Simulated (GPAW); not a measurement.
The system is MgO.

```
Mg O
1.0
     2.93802    0.00000    0.00000
    -1.46901    2.54440    0.00000
     0.00000    0.00000    2.67968
Mg O
1 1
Direct
  0.00000 0.00000 0.00000
  0.33333 0.66667 0.50000
```

Measurements of this composition are mostly on another form, of space group No. 225.

Program: GPAW 26.7.0. Alike in all runs: task single point; potentials or basis GPAW PAW data sets (gpaw-data 1.2.1), pw; no spin polarisation; cell as given; k mesh 3 × 3 × 3; cutoff (eV) 600; smearing fermi-dirac 0.05 eV; the mesh is coarse, so values aren't converged.

Q: Order these runs on this cell by their band gap on the k mesh, lowest first.
A. level PBE0; exact-exchange share 0.25
B. level PBEh(alpha); exact-exchange share 0.5
C. level PBEh(alpha); exact-exchange share 0.1
D. level PBEh(alpha); exact-exchange share 0.35
E. level PBEh(alpha); exact-exchange share 0.2

A: C (3.93 eV), E (4.90 eV), A (5.39 eV), D (6.39 eV), B (7.90 eV).

Caveats: all runs use coarse meshes; exact exchange converges slowly with the k mesh, and this mesh is small; an odd mesh through Γ misses points on the zone boundary, where band edges often lie.
